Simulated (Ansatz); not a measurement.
# Bi: the cost of one run

Program: Ansatz 0.2.0. Level of theory: DFT PBE, scalar-relativistic. These are calculated values, not measurements.

## Step 1: Starting point

Symmetry: C2/m, No. 12, monoclinic system. Conventional cell: a = 6.673 Å, b = 6.111 Å, c = 3.300 Å, α = 90.00°, β = 110.41°, γ = 90.00°. Bi (site symmetry m) is surrounded by 6 Bi at 3.15 to 3.31 Å.

As a file:

```cif
data_structure
_symmetry_space_group_name_H-M 'P 1'
_symmetry_Int_Tables_number 1
_cell_length_a 4.5240
_cell_length_b 4.5240
_cell_length_c 3.3001
_cell_angle_alpha 104.904
_cell_angle_beta 104.904
_cell_angle_gamma 84.968
_cell_volume 63.06
loop_
_atom_site_label
_atom_site_type_symbol
_atom_site_fract_x
_atom_site_fract_y
_atom_site_fract_z
_atom_site_occupancy
Bi1 Bi 0.25180 0.25180 0.14900 1
Bi2 Bi 0.74820 0.74820 0.85100 1
```

Atoms are numbered in the order of the input: Bi1, Bi2.

## Step 2: After the deformation

Space group C2/m before, C2/m after.

## Step 3: LAPW, all electrons

Input file input.yaml:

```yaml
crystal:
  lattice:
    - [3.33628, -3.0554, 0.0]
    - [3.33628, 3.0554, 0.0]
    - [-1.15098, 0.0, 3.1238391]
  atoms:
    - { symbol: Bi, position: [0.2518, 0.2518, 0.149] }
    - { symbol: Bi, position: [0.7482, 0.7482, 0.851] }
kpoints:
  mp_grid: { grid: [8, 8, 11] }
  band_path:
    path:
      - [0.0, 0.0, 0.0]
      - [-0.4881420667, 0.4881420667, 0.0]
      - [-0.5118579333, -0.4881420667, 0.0]
      - [-0.5, -0.5, 0.0]
      - [0.0, 0.0, 0.0]
      - [-0.5, -0.5, 0.5]
      - [-0.6768769994, -0.3231230006, 0.5]
      - [-0.3231230006, 0.3231230006, 0.5]
      - [0.0, 0.0, 0.5]
    npoints: 5
scf:
  occupations: { method: fermi_dirac, width: 0.05 }
hamiltonian:
  xc: pbe
  pseudopotentials: { kind: all_electron, lapw: { basis_error: 0.00025 } }
output:
  forces: true
  stress: true
  eigenvalues: true
```

The run is started by

```
$ ansatz run input.yaml --threads 1 --pin off --max-ram 3072MiB --backend cpu --events-out ev --progress --plain --runs-dir out
```

Q: Estimate wall time and peak memory on 1 thread of Intel Xeon Platinum 8375C at 2.90GHz (Ice Lake), shared host.

About 89 s, with a peak of 0.89 GiB.
